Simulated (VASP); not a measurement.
Crystal: NaI.

```xyz
2
Lattice="0.0000 3.2364 3.2364 3.2364 0.0000 3.2364 3.2364 3.2364 0.0000" Properties=species:S:1:pos:R:3 pbc="T T T"
I     3.2364    3.2364    3.2364
Na    0.0000    0.0000    0.0000
```

| Quantity | Value |
| --- | --- |
| Program | VASP 6.6.1 |
| Task | relaxation of cell and atoms |
| Functional | LDA |
| Potentials or basis | VASP PAW LDA potentials, release 64 (I, Na_pv) |
| Cutoff | 600 eV |
| k mesh | 7 × 7 × 7 |
| Occupations | fermi-dirac, width 0.05 eV |
| Spin | no spin polarisation |

At the start: pressure -1.6 GPa; volume 33.90 Å³/atom.

**Question.** How do energy, volume and symmetry change on relaxing?

**Answer.** Over 3 steps the energy falls by 17.8 meV/atom and the volume is 30.80 Å³/atom (-9.1 %); space group Fm-3m (No. 225, to 0.05 Å).

Step by step:
```
step  energy change (eV)  largest force (eV/Å)  pressure (GPa)  volume (Å³)
   1              0.0000                0.0000           -1.63        67.80
   2             -0.0266                0.0000           -0.90        64.48
   3             -0.0356                0.0000           -0.07        61.60
```

Final structure:
```xyz
2
Lattice="0.0000 3.1346 3.1346 3.1346 0.0000 3.1346 3.1346 3.1346 0.0000" Properties=species:S:1:pos:R:3 pbc="T T T"
I     3.1346    3.1346    3.1346
Na    0.0000    0.0000    0.0000
```
